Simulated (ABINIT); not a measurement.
# W (Im-3m) in ABINIT: settings compared, part 2 of 2

ABINIT 10.8.3 (patched build).

### Step 3. Equation of state, BP86+D3(BJ)

File run.abi:

```
ndtset 7
getwfk -1
scalecart1 3*0.9795861087
scalecart2 3*0.9864848297
scalecart3 3*0.9932883884
scalecart4 3*1.0000000000
scalecart5 3*1.0066227096
scalecart6 3*1.0131594038
scalecart7 3*1.0196128224

pp_dirpath "./"
pseudos "W.GGA_PBE-JTH.xml"

acell 2.7407019351 2.7407019351 2.7407019351 Angstrom
rprim
    -0.5773502692     0.5773502692     0.5773502692
     0.5773502692    -0.5773502692     0.5773502692
     0.5773502692     0.5773502692    -0.5773502692
ntypat 1
znucl 74
natom 1
typat 1
xred
     0.0000000000     0.0000000000     0.0000000000

ecut 16.0
pawecutdg 32.0

kptopt 1
ngkpt 12 12 12
nshiftk 1
shiftk 0.0 0.0 0.0

ixc -106132
vdw_xc 7

nband 11
occopt 3
tsmear 0.05 eV

nstep 100
tolvrs 1.0e-9

iomode 3
prtwf 1
prtden 0
prteig 0
prtebands 0
enunit 2
```

Potentials or basis: JTH PAW PBE v2.0.

Run with:

```
abinit run.abi > log 2>&1
```

run.abo:

```text
.Version 10.8.3 of ABINIT
 DATASET    1 : space group Im -3 m (#229); Bravais cI (body-center cubic)
================================================================================
 Values of the parameters that define the memory need for DATASET  1.
     intxc =       0    ionmov =       0      iscf =      17    lmnmax =      18
     lnmax =       6     mgfft =      20  mpssoang =       3    mqgrid =    3001
     natom =       1  nloc_mem =       2    nspden =       1   nspinor =       1
    nsppol =       1      nsym =      48    n1xccc =       1    ntypat =       1
    occopt =       3   xclevel =       2
       mpw =         321          nfft =        8000          nkpt =          72
 PAW method is used; the additional fine FFT grid is defined by:
   mgfftf=        27    nfftf =     19683
================================================================================
================================================================================
[... 71 lines left out ...]
 DATASET    7 : space group Im -3 m (#229); Bravais cI (body-center cubic)
================================================================================
 Values of the parameters that define the memory need for DATASET  7.
     intxc =       0    ionmov =       0      iscf =      17    lmnmax =      18
     lnmax =       6     mgfft =      20  mpssoang =       3    mqgrid =    3001
     natom =       1  nloc_mem =       2    nspden =       1   nspinor =       1
    nsppol =       1      nsym =      48    n1xccc =       1    ntypat =       1
    occopt =       3   xclevel =       2
       mpw =         364          nfft =        8000          nkpt =          72
 PAW method is used; the additional fine FFT grid is defined by:
   mgfftf=        30    nfftf =     27000
================================================================================
================================================================================

--------------------------------------------------------------------------------
------------- Echo of variables that govern the present computation ------------
--------------------------------------------------------------------------------
 -outvars: echo values of preprocessed input variables --------
            acell      5.1791760501E+00  5.1791760501E+00  5.1791760501E+00 Bohr
              amu      1.83850000E+02
             ecut      1.60000000E+01 Hartree
           enunit           2
           getwfk          -1
                       outvar_i_n : Printing only first  50 k-points.
              ixc     -106132
           jdtset        1    2    3    4    5    6    7
                       outvar_i_n : Printing only first  50 k-points.
         kptrlatt       12    0    0      0   12    0      0    0   12
          kptrlen1     6.08813870E+01
          kptrlen2     6.13101432E+01
          kptrlen3     6.17329852E+01
          kptrlen4     6.21501126E+01
          kptrlen5     6.25617147E+01
          kptrlen6     6.29679710E+01
          kptrlen7     6.33690517E+01
            natom           1
            nband          11
           ndtset           7
            ngfft          20      20      20
          ngfftdg1         27      27      27
          ngfftdg2         27      27      27
          ngfftdg3         30      30      30
          ngfftdg4         30      30      30
          ngfftdg5         30      30      30
          ngfftdg6         30      30      30
          ngfftdg7         30      30      30
             nkpt          72
            nstep         100
             nsym          48
           ntypat           1
                       prtocc : prtvol=0, do not print more k-points.
           occopt           3
        pawecutdg      3.20000000E+01 Hartree
         pawxcdev           0
           prtden           0
        prtebands           0
           prteig           0
            rprim1    -5.6556430356E-01  5.6556430356E-01  5.6556430356E-01
                       5.6556430356E-01 -5.6556430356E-01  5.6556430356E-01
                       5.6556430356E-01  5.6556430356E-01 -5.6556430356E-01
            rprim2    -5.6954728199E-01  5.6954728199E-01  5.6954728199E-01
                       5.6954728199E-01 -5.6954728199E-01  5.6954728199E-01
                       5.6954728199E-01  5.6954728199E-01 -5.6954728199E-01
            rprim3    -5.7347531844E-01  5.7347531844E-01  5.7347531844E-01
                       5.7347531844E-01 -5.7347531844E-01  5.7347531844E-01
                       5.7347531844E-01  5.7347531844E-01 -5.7347531844E-01
            rprim4    -5.7735026920E-01  5.7735026920E-01  5.7735026920E-01
                       5.7735026920E-01 -5.7735026920E-01  5.7735026920E-01
                       5.7735026920E-01  5.7735026920E-01 -5.7735026920E-01
            rprim5    -5.8117389237E-01  5.8117389237E-01  5.8117389237E-01
                       5.8117389237E-01 -5.8117389237E-01  5.8117389237E-01
                       5.8117389237E-01  5.8117389237E-01 -5.8117389237E-01
            rprim6    -5.8494785453E-01  5.8494785453E-01  5.8494785453E-01
                       5.8494785453E-01 -5.8494785453E-01  5.8494785453E-01
                       5.8494785453E-01  5.8494785453E-01 -5.8494785453E-01
            rprim7    -5.8867373749E-01  5.8867373749E-01  5.8867373749E-01
                       5.8867373749E-01 -5.8867373749E-01  5.8867373749E-01
                       5.8867373749E-01  5.8867373749E-01 -5.8867373749E-01
          spgroup         229
           tolvrs      1.00000000E-09
           tsmear      1.83746611E-03 Hartree
            typat      1
           useylm           1
           vdw_xc           7
                       outvars : Printing only first  50 k-points.
            znucl       74.00000

================================================================================

 chkinp: Checking input parameters for consistency, jdtset=   1.

 chkinp: Checking input parameters for consistency, jdtset=   2.
[... 36 lines left out ...]
 getcut: wavevector=  0.0000  0.0000  0.0000  ngfft=  27  27  27
         ecut(hartree)=     32.000   => boxcut(ratio)=   2.01545

--- Pseudopotential description ------------------------------------------------
- pspini: atom type   1  psp file is ./W.GGA_PBE-JTH.xml
 Pseudopotential format is: paw10
 basis_size (lnmax)=  6 (lmn_size= 18), orbitals=   0   0   1   1   2   2
 Spheres core radius: rc_sph= 2.41188978
 Shapefunction is BESSEL type: shapef(r,l)=aa(1,l)*jl(q(1,l)*r)+aa(2,l)*jl(q(2,l)*r)
 Radius for shape functions =  2.10354610
 Compensation charge density is not taken into account in XC energy/potential

   6.59015510E+02                                ecore*ucvol(ha*bohr**3)
--------------------------------------------------------------------------------

[... 1252 lines left out ...]
-Cartesian components of stress tensor (GPa)         [Pressure= -2.8379E+01 GPa]
- sigma(1 1)=  2.83789374E+01  sigma(3 2)=  0.00000000E+00
- sigma(2 2)=  2.83789374E+01  sigma(3 1)=  0.00000000E+00
- sigma(3 3)=  2.83789374E+01  sigma(2 1)=  0.00000000E+00

== END DATASET(S) ==============================================================
================================================================================

 -outvars: echo values of variables after computation  --------
            acell      5.1791760501E+00  5.1791760501E+00  5.1791760501E+00 Bohr
           etotal1    -6.9177883155E+01
           etotal2    -6.9178157069E+01
           etotal3    -6.9177922312E+01
           etotal4    -6.9177224238E+01
           etotal5    -6.9176111339E+01
           etotal6    -6.9174617863E+01
           etotal7    -6.9172783106E+01
            fcart1    -0.0000000000E+00 -0.0000000000E+00 -0.0000000000E+00
            fcart2    -0.0000000000E+00 -0.0000000000E+00 -0.0000000000E+00
            fcart3    -0.0000000000E+00 -0.0000000000E+00 -0.0000000000E+00
            fcart4    -0.0000000000E+00 -0.0000000000E+00 -0.0000000000E+00
            fcart5    -0.0000000000E+00 -0.0000000000E+00 -0.0000000000E+00
            fcart6    -0.0000000000E+00 -0.0000000000E+00 -0.0000000000E+00
            fcart7    -0.0000000000E+00 -0.0000000000E+00 -0.0000000000E+00
            rprim1    -5.6556430356E-01  5.6556430356E-01  5.6556430356E-01
                       5.6556430356E-01 -5.6556430356E-01  5.6556430356E-01
                       5.6556430356E-01  5.6556430356E-01 -5.6556430356E-01
[... 17 lines left out ...]
                       5.8867373749E-01  5.8867373749E-01 -5.8867373749E-01
           strten1    -2.1539118355E-04 -2.1539118355E-04 -2.1539118355E-04
                       0.0000000000E+00  0.0000000000E+00  0.0000000000E+00
           strten2     3.4743151839E-05  3.4743151839E-05  3.4743151839E-05
                       0.0000000000E+00  0.0000000000E+00  0.0000000000E+00
           strten3     2.6062431774E-04  2.6062431774E-04  2.6062431774E-04
                       0.0000000000E+00  0.0000000000E+00  0.0000000000E+00
           strten4     4.6517021244E-04  4.6517021244E-04  4.6517021244E-04
                       0.0000000000E+00  0.0000000000E+00  0.0000000000E+00
           strten5     6.4930894414E-04  6.4930894414E-04  6.4930894414E-04
                       0.0000000000E+00  0.0000000000E+00  0.0000000000E+00
           strten6     8.1552548641E-04  8.1552548641E-04  8.1552548641E-04
                       0.0000000000E+00  0.0000000000E+00  0.0000000000E+00
           strten7     9.6458047762E-04  9.6458047762E-04  9.6458047762E-04
                       0.0000000000E+00  0.0000000000E+00  0.0000000000E+00
 Calculation completed.
```

Wall time 60 s (1 thread of Intel Xeon at 2.70GHz, shared host); peak memory 0.13 GiB.

Results:

| Item | Value |
| --- | --- |
| Equilibrium volume | 15.22 Å³/atom |
| Bulk modulus | 336 GPa |
| Pressure derivative of the bulk modulus | 3.8 |

Energy against volume, from the lowest point:
| volume (Å³/atom) | energy (meV/atom) |
| --- | --- |
| 14.897 | 7.45 |
| 15.214 | 0.00 |
| 15.531 | 6.39 |
| 15.848 | 25.38 |
| 16.165 | 55.67 |
| 16.482 | 96.31 |
| 16.798 | 146.23 |

Caveat: pressures at fixed basis lie under the slope of the energies; the PAW data sets were made with another functional, which shifts forces and pressure a little. Spin-orbit coupling is left out, which matters for the levels of W.

### Step 4. Equation of state, PBE

run.abi, as its differences from that of step 3:

```diff
@@ -1 +1,2 @@
+# Datasets: one volume each
 ndtset 7
@@ -10,5 +11,7 @@
 
+# Pseudopotentials
 pp_dirpath "./"
-pseudos "W.GGA_PBE-JTH.xml"
+pseudos "W.upf"
 
+# Structure
 acell 2.7407019351 2.7407019351 2.7407019351 Angstrom
@@ -25,5 +28,6 @@
 
-ecut 16.0
-pawecutdg 32.0
+# Plane-wave basis
+ecut 37.0
 
+# k points
 kptopt 1
@@ -33,12 +37,15 @@
 
-ixc -106132
-vdw_xc 7
+# Exchange and correlation
+ixc 11
 
+# Bands and occupations
 nband 11
 occopt 3
-tsmear 0.05 eV
+tsmear 0.00183747
 
+# SCF cycle
 nstep 100
-tolvrs 1.0e-9
+tolvrs 1.0e-10
 
+# Output
 iomode 3
@@ -48,2 +55 @@
 prtebands 0
-enunit 2
```

Potentials or basis: PseudoDojo NC SR PBE v0.5 standard.

Run with:

```
abinit run.abi > log 2>&1
```

run.abo:

```text
.Version 10.8.3 of ABINIT
 DATASET    1 : space group Im -3 m (#229); Bravais cI (body-center cubic)
================================================================================
 Values of the parameters that define the memory need for DATASET  1.
     intxc =       0    ionmov =       0      iscf =       7    lmnmax =       8
     lnmax =       8     mgfft =      30  mpssoang =       4    mqgrid =    3001
     natom =       1  nloc_mem =       1    nspden =       1   nspinor =       1
    nsppol =       1      nsym =      48    n1xccc =    2501    ntypat =       1
    occopt =       3   xclevel =       2
       mpw =        1101          nfft =       27000          nkpt =          72
================================================================================
================================================================================
[... 61 lines left out ...]
 DATASET    7 : space group Im -3 m (#229); Bravais cI (body-center cubic)
================================================================================
 Values of the parameters that define the memory need for DATASET  7.
     intxc =       0    ionmov =       0      iscf =       7    lmnmax =       8
     lnmax =       8     mgfft =      30  mpssoang =       4    mqgrid =    3001
     natom =       1  nloc_mem =       1    nspden =       1   nspinor =       1
    nsppol =       1      nsym =      48    n1xccc =    2501    ntypat =       1
    occopt =       3   xclevel =       2
       mpw =        1240          nfft =       27000          nkpt =          72
================================================================================
================================================================================

--------------------------------------------------------------------------------
------------- Echo of variables that govern the present computation ------------
--------------------------------------------------------------------------------
 -outvars: echo values of preprocessed input variables --------
            acell      5.1791760501E+00  5.1791760501E+00  5.1791760501E+00 Bohr
              amu      1.83850000E+02
             ecut      3.70000000E+01 Hartree
           getwfk          -1
                       outvar_i_n : Printing only first  50 k-points.
              ixc          11
           jdtset        1    2    3    4    5    6    7
                       outvar_i_n : Printing only first  50 k-points.
         kptrlatt       12    0    0      0   12    0      0    0   12
          kptrlen1     6.08813870E+01
          kptrlen2     6.13101432E+01
          kptrlen3     6.17329852E+01
          kptrlen4     6.21501126E+01
          kptrlen5     6.25617147E+01
          kptrlen6     6.29679710E+01
          kptrlen7     6.33690517E+01
            natom           1
            nband          11
           ndtset           7
            ngfft          30      30      30
             nkpt          72
            nstep         100
             nsym          48
           ntypat           1
                       prtocc : prtvol=0, do not print more k-points.
           occopt           3
           prtden           0
        prtebands           0
           prteig           0
            rprim1    -5.6556430356E-01  5.6556430356E-01  5.6556430356E-01
                       5.6556430356E-01 -5.6556430356E-01  5.6556430356E-01
                       5.6556430356E-01  5.6556430356E-01 -5.6556430356E-01
            rprim2    -5.6954728199E-01  5.6954728199E-01  5.6954728199E-01
                       5.6954728199E-01 -5.6954728199E-01  5.6954728199E-01
                       5.6954728199E-01  5.6954728199E-01 -5.6954728199E-01
            rprim3    -5.7347531844E-01  5.7347531844E-01  5.7347531844E-01
                       5.7347531844E-01 -5.7347531844E-01  5.7347531844E-01
                       5.7347531844E-01  5.7347531844E-01 -5.7347531844E-01
            rprim4    -5.7735026920E-01  5.7735026920E-01  5.7735026920E-01
                       5.7735026920E-01 -5.7735026920E-01  5.7735026920E-01
                       5.7735026920E-01  5.7735026920E-01 -5.7735026920E-01
            rprim5    -5.8117389237E-01  5.8117389237E-01  5.8117389237E-01
                       5.8117389237E-01 -5.8117389237E-01  5.8117389237E-01
                       5.8117389237E-01  5.8117389237E-01 -5.8117389237E-01
            rprim6    -5.8494785453E-01  5.8494785453E-01  5.8494785453E-01
                       5.8494785453E-01 -5.8494785453E-01  5.8494785453E-01
                       5.8494785453E-01  5.8494785453E-01 -5.8494785453E-01
            rprim7    -5.8867373749E-01  5.8867373749E-01  5.8867373749E-01
                       5.8867373749E-01 -5.8867373749E-01  5.8867373749E-01
                       5.8867373749E-01  5.8867373749E-01 -5.8867373749E-01
          spgroup         229
           tolvrs      1.00000000E-10
           tsmear      1.83747000E-03 Hartree
            typat      1
                       outvars : Printing only first  50 k-points.
            znucl       74.00000

================================================================================

 chkinp: Checking input parameters for consistency, jdtset=   1.

 chkinp: Checking input parameters for consistency, jdtset=   2.
[... 33 lines left out ...]
 getcut: wavevector=  0.0000  0.0000  0.0000  ngfft=  30  30  30
         ecut(hartree)=     37.000   => boxcut(ratio)=   2.15949

--- Pseudopotential description ------------------------------------------------
- pspini: atom type   1  psp file is ./W.upf
12 -101130 3 -1 1396                          pspcod,pspxc,lmax,lloc,mmax
     nproj     2     2     2     2

   1.63903531E+02                                ecore*ucvol(ha*bohr**3)
--------------------------------------------------------------------------------

================================================================================

--- !BeginCycle
iteration_state: {dtset: 1, }
solver: {iscf: 7, nstep: 100, nline: 4, wfoptalg: 0, }
tolerances: {tolvrs: 1.00E-10, }
...
[... 952 lines left out ...]
-Cartesian components of stress tensor (GPa)         [Pressure= -1.1011E+01 GPa]
- sigma(1 1)=  1.10111906E+01  sigma(3 2)=  0.00000000E+00
- sigma(2 2)=  1.10111906E+01  sigma(3 1)=  0.00000000E+00
- sigma(3 3)=  1.10111906E+01  sigma(2 1)=  0.00000000E+00

== END DATASET(S) ==============================================================
================================================================================

 -outvars: echo values of variables after computation  --------
            acell      5.1791760501E+00  5.1791760501E+00  5.1791760501E+00 Bohr
           etotal1    -7.5849277527E+01
           etotal2    -7.5851042718E+01
           etotal3    -7.5852237863E+01
           etotal4    -7.5852914429E+01
           etotal5    -7.5853119886E+01
           etotal6    -7.5852896238E+01
           etotal7    -7.5852283116E+01
            fcart1    -0.0000000000E+00 -0.0000000000E+00 -0.0000000000E+00
            fcart2    -0.0000000000E+00 -0.0000000000E+00 -0.0000000000E+00
            fcart3    -0.0000000000E+00 -0.0000000000E+00 -0.0000000000E+00
            fcart4    -0.0000000000E+00 -0.0000000000E+00 -0.0000000000E+00
            fcart5    -0.0000000000E+00 -0.0000000000E+00 -0.0000000000E+00
            fcart6    -0.0000000000E+00 -0.0000000000E+00 -0.0000000000E+00
            fcart7    -0.0000000000E+00 -0.0000000000E+00 -0.0000000000E+00
            rprim1    -5.6556430356E-01  5.6556430356E-01  5.6556430356E-01
                       5.6556430356E-01 -5.6556430356E-01  5.6556430356E-01
                       5.6556430356E-01  5.6556430356E-01 -5.6556430356E-01
[... 17 lines left out ...]
                       5.8867373749E-01  5.8867373749E-01 -5.8867373749E-01
           strten1    -9.6430464466E-04 -9.6430464466E-04 -9.6430464466E-04
                       0.0000000000E+00  0.0000000000E+00  0.0000000000E+00
           strten2    -6.8492805016E-04 -6.8492805016E-04 -6.8492805016E-04
                       0.0000000000E+00  0.0000000000E+00  0.0000000000E+00
           strten3    -4.3100291102E-04 -4.3100291102E-04 -4.3100291102E-04
                       0.0000000000E+00  0.0000000000E+00  0.0000000000E+00
           strten4    -2.0011463705E-04 -2.0011463705E-04 -2.0011463705E-04
                       0.0000000000E+00  0.0000000000E+00  0.0000000000E+00
           strten5     9.9483455460E-06  9.9483455460E-06  9.9483455460E-06
                       0.0000000000E+00  0.0000000000E+00  0.0000000000E+00
           strten6     2.0093091948E-04  2.0093091948E-04  2.0093091948E-04
                       0.0000000000E+00  0.0000000000E+00  0.0000000000E+00
           strten7     3.7426276128E-04  3.7426276128E-04  3.7426276128E-04
                       0.0000000000E+00  0.0000000000E+00  0.0000000000E+00
 Calculation completed.
```

Wall time 2.2 min (1 thread of Intel Xeon at 2.70GHz, shared host); peak memory 0.11 GiB.

What came out:

* Equilibrium volume: 16.15 Å³/atom
* Bulk modulus: 301 GPa
* Pressure derivative of the bulk modulus: 3.8

Energy against volume, from the lowest point:
| volume (Å³/atom) | energy (meV/atom) |
| --- | --- |
| 14.897 | 104.56 |
| 15.214 | 56.52 |
| 15.531 | 24.00 |
| 15.848 | 5.59 |
| 16.165 | 0.00 |
| 16.482 | 6.09 |
| 16.798 | 22.77 |

Caveat: pressures at fixed basis lie under the slope of the energies.

### Step 5. Summary

| task | level | potentials or basis | cutoff (eV) | fine-grid cutoff | V0 of scaled cells (Å³/atom) | B0 (GPa) |
| --- | --- | --- | --- | --- | --- | --- |
| band structure | r2SCAN | JTH PAW LDA v2.0 | 490 | 979.61 eV | - | - |
| equation of state | BP86+D3(BJ) | JTH PAW PBE v2.0 | 435 | 870.764 eV | 15.22 | 336 |
| equation of state | PBE | PseudoDojo NC SR PBE v0.5 standard | 1007 | - | 16.15 | 301 |

Alike in all rows: no spin polarisation; cell as given; k mesh 12 × 12 × 12; smearing fermi-dirac 0.05 eV.

Caveats: the PAW data sets were made with another functional, which shifts forces and pressure a little (some runs); pressures at fixed basis lie under the slope of the energies (some runs); spin-orbit coupling is left out, which moves the levels of the heavy elements (some runs).

Absolute energies hang on the potentials; compare differences alone.
